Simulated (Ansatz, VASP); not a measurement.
**BN in VASP and in Ansatz**

POSCAR

```
BN
1.0
    0.0000000000      1.8130010000      1.8130010000
    1.8130010000      0.0000000000      1.8130010000
    1.8130010000      1.8130010000      0.0000000000
B N
1 1
Direct
    0.0000000000      0.0000000000      0.0000000000
    0.7500000000      0.7500000000      0.7500000000
```

File INCAR.step1:

```
SYSTEM = BN
PREC     = Accurate       ! precision mode
ENCUT    = 520            ! plane-wave cutoff, eV
ISMEAR   = 0              ! smearing method
SIGMA    = 0.05           ! smearing width, eV
LREAL    = .FALSE.        ! projectors in reciprocal space
LASPH    = .TRUE.         ! aspherical terms in the spheres
NELM     = 60             ! most SCF steps
NBANDS   = 11             ! bands
GGA      = PE             ! functional
ALGO     = Normal         ! electronic algorithm
EDIFF    = 1E-4           ! SCF threshold, eV
LWAVE    = .TRUE.         ! write WAVECAR
LCHARG   = .FALSE.        ! write CHGCAR
```

File INCAR.step2:

```
SYSTEM = BN
PREC     = Accurate       ! precision mode
ENCUT    = 520            ! plane-wave cutoff, eV
EDIFF    = 1E-6           ! SCF threshold, eV
ISMEAR   = 0              ! smearing method
SIGMA    = 0.05           ! smearing width, eV
LREAL    = .FALSE.        ! projectors in reciprocal space
LASPH    = .TRUE.         ! aspherical terms in the spheres
NELM     = 60             ! most SCF steps
ALGO     = Normal         ! electronic algorithm
ISIF     = 2              ! what is computed and relaxed
LWAVE    = .FALSE.        ! write WAVECAR
LCHARG   = .TRUE.         ! write CHGCAR
METAGGA  = R2SCAN         ! meta-GGA
LMIXTAU  = .TRUE.       
LELF     = .TRUE.         ! ELF
LVHAR    = .TRUE.       
NBANDS   = 11             ! bands
ISTART   = 1
```

Contents of KPOINTS:

```
Automatic mesh
0
G
  12 12 12
  0 0 0
```

Input for Ansatz:

```yaml
crystal:
  lattice:
    - [0.0, 1.813001, 1.813001]
    - [1.813001, 0.0, 1.813001]
    - [1.813001, 1.813001, 0.0]
  atoms:
    - { symbol: B, position: [0.0, 0.0, 0.0] }
    - { symbol: "N", position: [0.75, 0.75, 0.75] }
basis:
  ecutwfc: 500
kpoints:
  mp_grid: { grid: [12, 12, 12] }
hamiltonian:
  xc: r2scan
scf:
  occupations: { method: gaussian, width: 0.05 }
output:
  forces: true
  stress: true
  eigenvalues: true
```

The cell is a database's computed one.

Alike in both runs: task single point; functional r2SCAN; k mesh 12 × 12 × 12; occupations gaussian, width 0.05 eV; no spin polarisation.

|  | VASP | Ansatz |
| --- | --- | --- |
| version | VASP 6.6.1 | Ansatz 0.2.0 |
| potentials or method | VASP PAW PBE potentials, release 64 (B, N) | scalar-relativistic, plane waves, PAW |
| plane-wave cutoff (eV) | 520 | 500 |
| valence electrons in the cell | 8 | 8 |

```csv
,VASP,Ansatz,Ansatz less VASP
gap on the k mesh at the Fermi level (eV),4.96,4.99,+0.020
least direct gap on the mesh (eV),9.48,9.52,+0.038
pressure (GPa),-4.1,-5.2,-1.06
```

Caveats: the PAW data sets were made with another functional, which shifts forces and pressure a little (VASP). A k mesh can miss the band edges. r2SCAN opens gaps a little over a GGA but as a rule still falls short of measured ones.
